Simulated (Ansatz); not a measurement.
Consider RuO2 in the rutile structure (space group P4_2/mnm, No. 136; a = 4.523 Å, c = 3.119 Å).

(Cell as relaxed with PBE.)

Levels (all Ansatz, a quantum-chemistry and plane-wave program, PAW): PBE (420 eV, no spin-orbit coupling); r2SCAN (500 eV, no spin-orbit coupling).

Each level relaxes its own structure.

```csv
base,PBE,r2SCAN
volume per atom,10.64 Å³,10.39 Å³
lattice parameter a,4.523 Å,4.480 Å
band gap,zero,zero
```

Now apply this change: every lattice vector is shortened by 1.91 %; the atoms relax in the strained cell.

| quantity | PBE | r2SCAN |
|---|---|---|
| energy relative to the base (free energy F) | +31 meV/atom | … |
| pressure (mean of the normal stresses, compression positive) | 17.3 GPa | … |
| band gap | zero | … |

Task: Predict the r2SCAN column.

Result: 
- energy relative to the base (free energy F), r2SCAN: +33 meV/atom
- pressure (mean of the normal stresses, compression positive), r2SCAN: 19.2 GPa
- band gap, r2SCAN: zero

PBE's energy relative to the base lies 2.6 meV/atom below r2SCAN's; PBE's pressure lies 1.9 GPa below r2SCAN's; the two agree on the band gap. Neither level is exact; r2SCAN is the comparison here, not a measurement.

Stability against distortions was not tested. Seeded moments were not kept for the base. No Hubbard U is applied, and correlation can decide whether such a compound is a metal. All final runs are without spin polarisation.
